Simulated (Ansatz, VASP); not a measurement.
Given: the input of a run of Ansatz 0.2.0 on Pt.

Contents of input.yaml:

```yaml
crystal:
  lattice:
    - [0.0, 1.9609, 1.9609]
    - [1.9609, 0.0, 1.9609]
    - [1.9609, 1.9609, 0.0]
  atoms:
    - { symbol: Pt, position: [0.0, 0.0, 0.0] }
hamiltonian:
  xc: pbe
  pseudopotentials: { kind: paw }
kpoints:
  mp_grid: { grid: [12, 12, 12] }
scf:
  occupations: { method: gaussian, width: 0.021 }
output:
  forces: true
  stress: true
  eigenvalues: true
```

Potentials or basis: Ansatz PAW.

Launch:

```bash
$ ansatz run input.yaml --threads 2 --pin off --max-ram 5632MiB --backend cpu --events-out ev --progress --plain --runs-dir out
```

Question: Set up the same calculation for VASP 6.6.1. Potentials there: VASP PAW PBE potentials, release 64 (Pt).

Answer: As run (the cutoff follows the program's own potentials):

File INCAR:

```
SYSTEM = Pt
PREC = Accurate
ENCUT = 520
EDIFF = 1E-6
ISMEAR = 0
SIGMA = 0.020999999999999998
LREAL = .False.
LASPH = .True.
NELM = 60
ALGO = Normal
ISIF = 2
LWAVE = .False.
LCHARG = .True.
GGA = PE
LELF = .True.
LVHAR = .True.
NBANDS = 11
```

Contents of KPOINTS:

```
Automatic mesh
0
Gamma
  12 12 12
  0 0 0
```

The input POSCAR:

```
Pt
1.0
    0.0000000000      1.9609000000      1.9609000000
    1.9609000000      0.0000000000      1.9609000000
    1.9609000000      1.9609000000      0.0000000000
Pt
1
Direct
    0.0000000000      0.0000000000      0.0000000000
```

Potentials or basis: VASP PAW PBE potentials, release 64 (Pt).

Launch:

```sh
$ cat potpaw_PBE.64/Pt/POTCAR > POTCAR
$ mpirun -np 1 vasp_std > vasp.out
```

Both were run:

|  | VASP | Ansatz | Ansatz less VASP |
| --- | --- | --- | --- |
| gap on the k mesh at the Fermi level (eV) | none | none | - |
| pressure (GPa) | 9.7 | 10.2 | +0.52 |

A gap of «none» marks a metal or a gap that the smearing closes. With one functional, cell and mesh, what is left measures potentials, basis and numerics. The two sets of potentials don't hold the same shells in valence.

Spin-orbit coupling is left out, which matters for the levels of Pt.
